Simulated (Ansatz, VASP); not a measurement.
# Two plane-wave programs on Mg

```
CELL_PARAMETERS angstrom
4.36309 0.00000 0.00000
0.00000 4.36309 0.00000
0.00000 0.00000 4.36309
ATOMIC_POSITIONS crystal
Mg 0.00000 0.50000 0.50000
Mg 0.50000 0.00000 0.50000
Mg 0.50000 0.50000 0.00000
```

Alike in both runs: functional PBE; k mesh 4 × 4 × 4; occupations gaussian, width 0.1 eV; no spin polarisation.

Ansatz relaxed the structure, and its values are those at the end. VASP's run is a single point on that final structure, the one shown.

```csv
,VASP,Ansatz
version,VASP 6.6.1,Ansatz 0.2.0
potentials or method,"VASP PAW PBE potentials, release 64 (Mg)","scalar-relativistic, plane waves, PAW"
plane-wave cutoff (eV),520,420
valence electrons in the cell,6,30
```

```tsv
	VASP	Ansatz	Ansatz less VASP
gap on the k mesh at the Fermi level (eV)	none	none	-
pressure (GPa)	0.3	0.4	+0.07
```

A gap of «none» marks a metal or a gap that the smearing closes. The functional is the same, so the differences come from potentials, cutoffs and numerics. The two sets of potentials don't hold the same shells in valence.

Caveats: the k mesh is coarse (spacing up to 0.36 Å⁻¹), so the values aren't converged.
